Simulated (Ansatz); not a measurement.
**ZnS (zincblende type): how the settings move a single-point run**

Aim: see which settings change the result for ZnS (zincblende type), by how much, and at what cost.

Program: Ansatz 0.2.0. Level of theory: reference: DFT, PBEsol, PAW with Ansatz's default frozen-core files, scalar-relativistic. These are calculated values, not measurements.

### 1 The structure to begin with

The structure is cubic, space group F-43m (No. 216). Conventional cell: a = 4.389 Å, b = 4.389 Å, c = 4.389 Å, α = 90.00°, β = 90.00°, γ = 90.00°. Around Zn (site symmetry -43m) lie 4 S at 1.90 Å. Around S (site symmetry -43m) lie 4 Zn at 1.90 Å.

Structure file:

```
Zn S
1.0
     0.00000    2.19430    2.19430
     2.19430    0.00000    2.19430
     2.19430    2.19430    0.00000
Zn S
1 1
Direct
  0.00000 0.00000 0.00000
  0.25000 0.25000 0.25000
```

### 2 Reference

File input.yaml:

```yaml
crystal:
  lattice:
    - [0.0, 2.1943029636, 2.1943029636]
    - [2.1943029636, 0.0, 2.1943029636]
    - [2.1943029636, 2.1943029636, 0.0]
  atoms:
    - { symbol: Zn, position: [0.0, 0.0, 0.0] }
    - { symbol: S, position: [0.25, 0.25, 0.25] }
kpoints:
  mp_grid: { grid: [14, 14, 14] }
  band_path:
    path:
      - [0.0, 0.0, 0.0]
      - [-0.5, -0.5, 0.0]
      - [-0.375, -0.375, 0.25]
      - [-0.375, 0.0, 0.375]
      - [0.0, 0.0, 0.0]
      - [0.0, 0.0, 0.5]
      - [-0.5, -0.25, 0.25]
      - [-0.5, -0.5, 0.0]
    npoints: 8
scf:
  occupations: { method: fermi_dirac, width: 0.1 }
hamiltonian:
  xc: pbesol
  pseudopotentials: { kind: paw }
output:
  forces: true
  stress: true
  eigenvalues: true
  populations: true
  dos: { projected: true, de: 0.2, e_range: [-14, 8] }
```

Started as:

```
$ ansatz run input.yaml --threads 1 --pin off --max-ram 2048MiB --backend cpu --events-out ev --progress --plain --runs-dir out
```

From the output:

```text
[...]
Basis set: ecut = 420 eV, 411 PW (Γ), exchange–correlation on 48×48×48 points (8 copies of the dense FFT grid, shifted against one another)
[...]
k-points: 104 of 2744 (time reversal used)
[...]
SCF iter   1: F=—  HF=-4161.875606 eV  |F-HF|=—  |Δ(HF+E_count)|=         —  Δρ=5.80e-3  dr2=3.43e-3  ethr=1.77e-3  ⟨swp⟩=5.1  Hψ=8607  notcnv=0
preconditioner: auto → none  [insulator: Δε(μ)=1.191 eV  Ē_g=16.237 eV  σ=0.100 eV  W_gap=0.99  n_scr=8 (ndim 8)  ℏωp=34.3 eV  f_vac=0.000  D(μ)=0.00/eV (n_scr^D=0)  ε∞_Penn≈5.5]
SCF iter   2: F=—  HF=-4161.869458 eV  |F-HF|=—  |Δ(HF+E_count)|=   6.15e-3  Δρ=2.42e-3  dr2=7.54e-4  ethr=1.90e-5  ⟨swp⟩=2.2  Hψ=3012  notcnv=0
[...]
SCF iter   5: F=—  HF=-4161.870110 eV  |F-HF|=—  |Δ(HF+E_count)|=   3.12e-5  Δρ=1.61e-4  dr2=2.18e-6  ethr=3.06e-8  ⟨swp⟩=2.0  Hψ=2288  notcnv=0
SCF iter   6: F=-4161.870111 eV  HF=-4161.870111 eV  |F-HF|=1.45e-8  |Δ(HF+E_count)|=   9.17e-7  Δρ=2.62e-5  dr2=6.04e-8  ethr=5.56e-10  ⟨swp⟩=3.2  Hψ=6058  notcnv=0
[...]
SCF converged after 6 iterations
Free energy (F): -4161.870111 eV
[...]
E sigma→0 (E₀):  -4161.870098 eV
[...]
Fermi energy:    17.938065 eV
[...]
  P = ⅓ Tr σ = 176.9838 GPa (1769.838 kbar)
[...]
```

It took 5.1 s on 1 thread of Arm Neoverse V2, shared host; peak memory 0.32 GiB.

### 3 Changing settings: xc revpbe

Edit input.yaml of step 2 so:

```diff
@@ -24,3 +24,3 @@
 hamiltonian:
-  xc: pbesol
+  xc: revpbe
   pseudopotentials: { kind: paw }
@@ -31,2 +31 @@
   populations: true
-  dos: { projected: true, de: 0.2, e_range: [-14, 8] }
```

Started as:

```
$ ansatz run input.yaml --threads 1 --pin off --max-ram 2048MiB --backend cpu --events-out ev --progress --plain --runs-dir out
```

Standard output:

```text
Engine: ansatz 0.2.0
Pseudopotentials: kind: paw
Pseudopotential: Zn, paw, valence charge 12, recommended cutoff 420 eV (normal)
Pseudopotential: S, paw, valence charge 6, recommended cutoff 420 eV (normal)
Functional definition: revPBE
  parameter kappa = 1.245
  parameter beta = 0.06672455060314922
  exchange = pbe_x(kappa = kappa, mu = beta*pi^2/3)
  correlation = pbe_c(beta = beta)
Crystal: 2 atoms, lattice volume = 21.131 Å³
Basis set: ecut = 420 eV, 411 PW (Γ), exchange–correlation on 48×48×48 points (8 copies of the dense FFT grid, shifted against one another)
Bands: 13, of which v1, the nominal top of the filled ones, is band 9 counted from 1 (8 counted from 0)
Symmetry: 24 space group operations
Space group: F-43m (ITA 216), of the structure as read, at distance tolerance 2.8e-5 Å
k-points: 104 of 2744 (time reversal used)
Non-local potential: Zn, projectors of the file, l = 0: 2, l = 1: 2, l = 2: 3, l = 3: 1
Non-local potential: S, projectors of the file, l = 0: 2, l = 1: 2, l = 2: 2
PAW form: soft (Blöchl's): semilocal exchange-correlation on the pseudo side does not see the compensation charge
PAW frozen core: Zn, regenerated for the run's functional, and the local potential with it (the file was generated under x = pbe(κ = 0.804, μ = 0.2195149727645171), c = pbe(β = 0.06672455060314922))
PAW frozen core: S, regenerated for the run's functional, and the local potential with it (the file was generated under x = pbe(κ = 0.804, μ = 0.2195149727645171), c = pbe(β = 0.06672455060314922))
PAW one-centre angular grid: Zn, 590 points (default); XC on 64 Gauss nodes
PAW one-centre angular grid: S, 110 points (default); XC on 64 Gauss nodes
Initial density: superposition of atomic densities (neutral atoms: chi_scale 0, normalization atom), corrected by the library's trained network
Initial wavefunctions: pseudopotential atomic-orbital guess
Functional: x = revpbe(κ = 1.245, μ = 0.2195149727645171), c = pbe(β = 0.06672455060314922)
SCF iter   1: F=—  HF=-4222.510601 eV  |F-HF|=—  |Δ(HF+E_count)|=         —  Δρ=5.01e-3  dr2=4.62e-3  ethr=1.77e-3  ⟨swp⟩=5.1  Hψ=8612  notcnv=0
preconditioner: auto → none  [insulator: Δε(μ)=1.379 eV  Ē_g=16.329 eV  σ=0.100 eV  W_gap=1.00  n_scr=8 (ndim 8)  ℏωp=34.3 eV  f_vac=0.000  D(μ)=0.00/eV (n_scr^D=0)  ε∞_Penn≈5.4]
SCF iter   2: F=—  HF=-4222.502782 eV  |F-HF|=—  |Δ(HF+E_count)|=   7.82e-3  Δρ=4.60e-3  dr2=1.90e-3  ethr=2.57e-5  ⟨swp⟩=2.0  Hψ=3276  notcnv=0
SCF iter   3: F=—  HF=-4222.502345 eV  |F-HF|=—  |Δ(HF+E_count)|=   4.37e-4  Δρ=1.32e-3  dr2=2.54e-4  ethr=1.06e-5  ⟨swp⟩=2.0  Hψ=2183  notcnv=0
SCF iter   4: F=—  HF=-4222.503166 eV  |F-HF|=—  |Δ(HF+E_count)|=   8.21e-4  Δρ=2.52e-4  dr2=1.00e-5  ethr=1.41e-6  ⟨swp⟩=2.0  Hψ=2291  notcnv=0
SCF iter   5: F=—  HF=-4222.503247 eV  |F-HF|=—  |Δ(HF+E_count)|=   8.13e-5  Δρ=8.66e-5  dr2=7.84e-7  ethr=5.57e-8  ⟨swp⟩=2.2  Hψ=2259  notcnv=0
SCF iter   6: F=-4222.503249 eV  HF=-4222.503249 eV  |F-HF|=2.33e-8  |Δ(HF+E_count)|=   1.05e-6  Δρ=1.23e-5  dr2=1.23e-8  ethr=5.56e-10  ⟨swp⟩=6.0  Hψ=7186  notcnv=0
SCF 1 converged in 6 iterations: F = -4222.503249 eV  dr2 = 1.23e-8
NSCF: frozen V_eff on 57 k-points
SCF converged after 6 iterations
Free energy (F): -4222.503249 eV
Harris-Foulkes:  -4222.503249 eV  (|F-HF|=2.33e-8)
Internal energy: -4222.503235 eV  (E = F + TS)
E sigma→0 (E₀):  -4222.503242 eV
Entropy (-TS):   -0.000013 eV (-0.007 meV/atom)
Fermi energy:    18.189065 eV
--- Per-component energies (eV) ---
  E_band       = 144.670629
  E_kinetic    = 265.327647
  E_local      = -1601.577719  (includes V_loc(G=0)·N_el)
  E_nonlocal   = 638.819293
  E_hartree    = 691.117701
  E_xc         = -247.559925
  E_vxc        = -156.259950  (∫ρ·V_xc dr)
  E_paw        = -2425.171173  (= ΣΔE_a)
  E_vpaw       = -383.876097  (= ΣTr[D̂ρ^β])
  E_aug_tail   = -0.000318  (compensation charges beyond the density's cutoff)
  E_ewald      = -1543.374323
  E_core_change = -0.084419  (= ΣΔE_core)
  E_smearing   = -0.000013  (= −TS)
  E_closure    = -0.000000  (closes the sum)
  Σ components = -4222.503249   (vs F -4222.503249, Δ=0.00e0)
--- Forces (eV/Å), atoms counted from 1 ---
  atom   1  Zn    -0.00000000     0.00000000    -0.00000000
  atom   2  S     -0.00000000    -0.00000000     0.00000000
  max |Σ_I F_I| component: 2.78e-16 eV/Å
--- Stress (GPa, compression-positive) ---
      190.996233       0.000000       0.000000
        0.000000     190.996233       0.000000
       -0.000000       0.000000     190.996233
  P = ⅓ Tr σ = 190.9962 GPa (1909.962 kbar)
--- Band table (eV; the first three rows and the last of 104) ---
  k-point 0: bands = ["-2.3195", "6.1742", "6.1742", "6.1742", "7.6242", "7.6242", "17.5043", "17.5043", "17.5043", "22.3526", "22.3526", "22.3526", "22.5563"]
  k-point 1: bands = ["-2.2270", "6.1518", "6.1952", "6.1952", "7.6195", "7.6195", "16.7493", "17.3410", "17.3410", "22.3275", "22.5693", "22.5693", "23.1414"]
  k-point 2: bands = ["-1.9557", "6.0924", "6.2516", "6.2516", "7.6108", "7.6108", "15.1330", "16.9395", "16.9395", "22.1838", "23.0620", "23.0620", "24.3666"]
  k-point 103: bands = ["1.1358", "5.9482", "7.0030", "7.1177", "7.5562", "8.9462", "9.0943", "10.2169", "11.4688", "22.1281", "23.9096", "26.0414", "26.3227"]
--- Löwdin populations: 2 sites ---
  site symbol       q [e]
     0     Zn     10.5466
     1      S      7.1426
  spilling = 0.017269 (of n_electrons = 18.000000)
```

Run time: 5.1 s. Hardware: 1 thread of Arm Neoverse V2, shared host; peak memory 0.32 GiB.

Total energies don't compare across a change of functional; the pressure goes from 177.0 to 191.0 GPa and the gap on the mesh goes from 1.22 to 1.37 eV. At this fixed cell a higher pressure means that this functional prefers a larger volume than the reference.

### 4 Side by side

```
         run     ending   energy change  pressure (GPa)  gap (eV)  force (eV/Å)  cycles   time
   reference  converged               -           177.0      1.22          0.00       6  5.1 s
1: xc revpbe  converged  not comparable           191.0      1.37          0.00       6  5.1 s
```

Times don't compare one to one where runs were asked for different outputs or read a saved state (see the inputs); cycles may leave out searches for a lower state.

Residual by cycle in the longest SCF loop of each run; runs are numbered as in the table. The quantity is the density residual dr2, in eV.

```
cycle  reference    run 1
    1    0.00343  0.00462
    2     7.5e-4   0.0019
    3     4.2e-4   2.5e-4
    4     5.5e-6   1.0e-5
    5     2.2e-6   7.8e-7
    6     6.0e-8   1.2e-8
```

**Reading.** Total energies don't compare across a change of functional; the pressure goes from 177.0 to 191.0 GPa and the gap on the mesh goes from 1.22 to 1.37 eV. At this fixed cell a higher pressure means that this functional prefers a larger volume than the reference. The structure is not at rest: the sound run finds 177 GPa, so these are no properties of the relaxed crystal. 
